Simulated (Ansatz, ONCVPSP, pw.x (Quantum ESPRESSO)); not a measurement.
# What a changed setting does to a pw.x run (bcc Cl)

Potential: optimised norm-conserving Vanderbilt (ONCV), ONCVPSP 4.0.1.1 (patched build), PBE; core [Ne], reference 3s2 3p5; waves: 3s: rc 1.35 bohr, ncon 4, nbas 8, qcut 6.2 1/bohr, 2 projectors, debl 2.1 Ha; 3p: rc 2.34 bohr, ncon 4, nbas 8, qcut 4.9 1/bohr, 3 projectors, debl 2.7 Ha; d scattering state at 0.12 Ha: rc 1.60 bohr, ncon 4, nbas 7, qcut 6.4 1/bohr, 2 projectors, debl 2.8 Ha; local part: polynomial inside 0.95 bohr (lpopt 2, dvloc0 2 Ha); core correction: Teter function, fcfact 3.75, rcfact 1.4.

The reference run (k-mesh 13³, cutoffs 50/200 Ry, Fermi–Dirac 0.01 Ry, mixing_beta 0.4, conv_thr 1e-9, no spin) gives -0.22 GPa at 21.926 Å³/atom, where all-electron LAPW gives -0.18 GPa. This run, with its own iteration cap, changes k-mesh points per axis to 8.

```
&control
  calculation='scf', prefix='x', pseudo_dir='./', outdir='./tmp', tstress=.true., disk_io='none'
/
&system
  ibrav=0, nat=1, ntyp=1, ecutwfc=50, ecutrho=200, nbnd=11,
  occupations='smearing', smearing='fd', degauss=0.01
/
&electrons
  conv_thr=1e-09, mixing_beta=0.4, electron_maxstep=50
/
ATOMIC_SPECIES
Cl 1.0 Cl.UPF
CELL_PARAMETERS angstrom
  -1.76319281 1.76319281 1.76319281
  1.76319281 -1.76319281 1.76319281
  1.76319281 1.76319281 -1.76319281
ATOMIC_POSITIONS crystal
Cl 0.0000 0.0000 0.0000
K_POINTS automatic
8 8 8 0 0 0
```

```bash
pw.x < Cl.scf.in > Cl.scf.out
```

Task: How does the run end?

Result: It converges in 5 iterations; the free energy moves by +5.7 meV/atom and the pressure by +0.17 GPa.

```
Message from routine setup:
     using ibrav=0 with symmetry is DISCOURAGED, use correct ibrav instead
     lattice parameter (alat)  =       5.7711  a.u.
     unit-cell volume          =     147.9640 (a.u.)^3
     number of electrons       =         7.00
     number of Kohn-Sham states=           11
     kinetic-energy cutoff     =      50.0000  Ry
     charge density cutoff     =     200.0000  Ry
     scf convergence threshold =      1.0E-09
     Exchange-correlation= PBE
     number of k points=    29  Fermi-Dirac smearing, width (Ry)=  0.0100
     iteration #  1     ecut=    50.00 Ry     beta= 0.40
     total energy              =     -31.56182036 Ry
     estimated scf accuracy    <       0.00017726 Ry
     iteration #  2     ecut=    50.00 Ry     beta= 0.40
     total energy              =     -31.56185598 Ry
     estimated scf accuracy    <       0.00004064 Ry
     iteration #  3     ecut=    50.00 Ry     beta= 0.40
     total energy              =     -31.56186559 Ry
     estimated scf accuracy    <       0.00000324 Ry
     iteration #  4     ecut=    50.00 Ry     beta= 0.40
     total energy              =     -31.56186613 Ry
     estimated scf accuracy    <       0.00000001 Ry
     iteration #  5     ecut=    50.00 Ry     beta= 0.40
     the Fermi energy is     2.8257 ev
!    total energy              =     -31.56186614 Ry
     estimated scf accuracy    <          3.9E-10 Ry
     smearing contrib. (-TS)   =      -0.00880926 Ry
     The total energy is F=E-TS. E is the sum of the following terms:
     one-electron contribution =      -0.81834018 Ry
     hartree contribution      =       3.62989051 Ry
     xc contribution           =      -7.60514828 Ry
     ewald contribution        =     -26.75945891 Ry
     convergence has been achieved in   5 iterations
          total   stress  (Ry/bohr**3)                   (kbar)     P=       -0.48
     Message from routine punch:
     Nothing written, as per user request (disk_io='none')
```

The run took about 4.4 s on one core of a shared host (Neoverse-N1, 64 threads, 124 GiB, load 60).
